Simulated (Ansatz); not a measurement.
Ti under changes of volume

One of the cells (17.020 Å³/atom); the others are scaled copies at fixed shape and fractional positions:

```xyz
3
Lattice="4.5674 0.0000 0.0000 -2.2837 3.9555 0.0000 0.0000 0.0000 2.8262" Properties=species:S:1:pos:R:3 pbc="T T T"
Ti    2.2837    1.3185    1.4131
Ti    0.0000    2.6370    1.4131
Ti    0.0000    0.0000    0.0000
```

This isn't the form of Ti at room conditions, which is hcp.

* Program: Ansatz 0.2.0
* Functional: r2SCAN
* Potentials or basis: Ansatz PAW
* Cutoff: 500 eV (not typed: the program's choice for these potentials)
* k mesh: 7 × 7 × 9
* Occupations: fermi-dirac, width 0.05 eV
* Spin: no spin polarisation

| volume (Å³/atom) | energy over the lowest point (meV/atom) | pressure (GPa) |
| --- | --- | --- |
| 15.999 | 24.18 | 8.1 |
| 16.339 | 10.25 | 5.1 |
| 16.679 | ? | ? |
| 17.020 | 0.00 | -0.1 |
| 17.360 | 2.67 | -2.4 |
| 17.701 | 9.91 | -4.4 |
| 18.041 | 21.35 | -6.3 |

Q: What does the run at 16.679 Å³/atom give?

A: Energy over the lowest point 2.38 meV/atom; pressure 2.4 GPa.

Worked out: A Birch-Murnaghan fit of order 3 (a polynomial in V^(-2/3)) to the other rows has its minimum at 17.00 Å³/atom with B0 = V·E''(V) = 119 GPa and B' = 3.6 at fixed shape and positions, which overstates the stiffness. It gives 2.37 meV/atom at 16.679 Å³/atom, against the run's 2.38, and -dE/dV = 2.4 GPa, against 2.4.

Energies are extrapolated to zero smearing.

Caveats: the PAW data sets come from PBE, with cores solved anew for the run's functional, which leaves a small shift of forces and pressure.
